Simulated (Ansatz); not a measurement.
# Equation of state of zinc blende ZnS

How stiff is zinc blende ZnS under hydrostatic load? Each row scales the relaxed cell evenly and relaxes the atoms. The phase is followed to these pressures whether or not it stays the stable one.

Calculated with Ansatz 0.2.0, PBEsol, PAW files of the set soft_1, cutoff 600 eV, Fermi–Dirac smearing 0.02 eV, k-mesh 9×9×9, no spin polarisation, no spin-orbit coupling.

Reference cell, relaxed at zero pressure with PBEsol (F-43m): a = 3.7877 Å, b = 3.7877 Å, c = 3.7877 Å, α = 60.00°, β = 60.00°, γ = 60.00°.

```csv
atom,x,y,z
Zn,0.0000,0.0000,0.0000
S,0.7500,0.7500,0.7500
```

| V (Å³/atom) | V/V0 | P (GPa) | E − E0 (meV/atom) |
| --- | --- | --- | --- |
| 18.0595 | 0.9400 | 5.606 | 19.1 |
| 18.4437 | 0.9600 | 3.528 | 8.1 |
| 18.8280 | 0.9800 | 1.667 | 2.0 |
| 19.9807 | 1.0400 | −2.840 | 7.1 |
| 20.3650 | 1.0600 | −4.043 | 15.3 |

V0 = 19.2122 Å³ an atom, where the residual pressure P0 is −0.002 GPa. **Question.** Fit the Birch–Murnaghan law and give the pressure and the energy at V = 19.5965 Å³ an atom, a row left out above.

With the Eulerian strain f = ½[(V0/V)^(2/3) − 1] and F = (P − P0)/[3f(1 + 2f)^(5/2)], the third-order law is the line F = B0 + (3/2) B0 (B′ − 4) f.

| f | F (GPa) |
| --- | --- |
| 0.02106 | 80.08 |
| 0.01379 | 79.69 |
| 0.00678 | 79.35 |
| −0.01290 | 78.26 |
| −0.01905 | 77.91 |

A straight line through the 5 rows: the means are 0.001936 for f and 79.058 for F, Σ(Δx)² = 0.00119 and ΣΔxΔy = 0.06438, so the slope is 0.06438/0.00119 = 54.092 and the intercept 79.058 − (54.092)(0.001936) = 78.953.

Hence B0 = 79.0 GPa and B′ = 4 + (54.1)/(1.5 × 79.0) = 4.46. For the withheld volume f = −0.00656, F = 78.60 GPa and P = −1.50 GPa. The run itself gives −1.50 GPa, so the estimate misses by 0.00 GPa, a rounding's worth.

Integrating the same law gives E − E0 = (9/2) B0 V0 f²[1 + (B′ − 4) f] + P0(V0 − V), with 1 GPa Å³ = 6.2415 meV: 1.8 meV an atom. The run itself gives 1.8 meV, so the estimate misses by 0.0 meV, a rounding's worth.

[Logs are printed without paths, hosts, clocks, repeated set-up lines and the standing remarks that a program may print on its own settings, such as how far it seeks lower states.]
